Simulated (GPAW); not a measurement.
Au, 1 atom in the cell. The structure is cubic, space group Fm-3m (No. 225). Conventional cell: a = 4.070 Å, b = 4.070 Å, c = 4.070 Å, α = 90.00°, β = 90.00°, γ = 90.00°. Around Au (site symmetry m-3m) lie 12 Au at 2.88 Å. 

| Property | Result |
| --- | --- |
| Program | GPAW 26.7.0 |
| Task | band structure |
| Functional | r2SCAN |
| Potentials or basis | GPAW PAW data sets (gpaw-data 1.2.1) |
| Cutoff | 600 eV |
| Basis | pw |
| k mesh | 11 × 11 × 11 |
| Occupations | fermi-dirac, width 0.05 eV |
| Spin | no spin polarisation |
| Maxiter | 150 |
| Band path | GXWKGLUWLK,UX |
| Band points | 80 |

Potentials or basis: GPAW PAW data sets (gpaw-data 1.2.1), pw.

Launch:

```sh
$ OMP_NUM_THREADS=1 python run.py
```

Hardware: 1 thread of Arm Neoverse V1 (shared host).

**Question.** Estimate the wall time of this run.

**Answer.** Wall time 78 s on 1 thread of Arm Neoverse V1, with other jobs on the host, peak memory 0.28 GiB. Counts: scf iterations 16, plane waves 572, bands 14, k points 56.
